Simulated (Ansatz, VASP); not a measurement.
# LiCl in VASP and in Ansatz

```
CELL_PARAMETERS angstrom
4.16187 0.00000 0.00000
-2.08094 3.60429 0.00000
0.00000 0.00000 5.23255
ATOMIC_POSITIONS crystal
Li 0.33333 0.66667 0.25000
Li 0.66667 0.33333 0.75000
Cl 0.66667 0.33333 0.25000
Cl 0.33333 0.66667 0.75000
```

Alike in both runs: task single point; functional PBE; k mesh 6 × 6 × 4; no spin polarisation.

|  | VASP | Ansatz |
| --- | --- | --- |
| version | VASP 6.6.1 | Ansatz 0.2.0 |
| potentials or method | VASP PAW PBE potentials, release 64 (Li_sv, Cl) | plane waves, PAW |
| plane-wave cutoff (eV) | 520 | 420 |
| occupations | gaussian, width 0.01 eV | fixed |
| valence electrons in the cell | 20 | 20 |

Ansatz gave:

```
gap on the k mesh at the Fermi level (eV) : 5.65
```

Question: Which values does VASP return?

Answer: gap on the k mesh at the Fermi level (eV): 5.66.

 As with any semilocal functional, this PBE gap is likely too small.
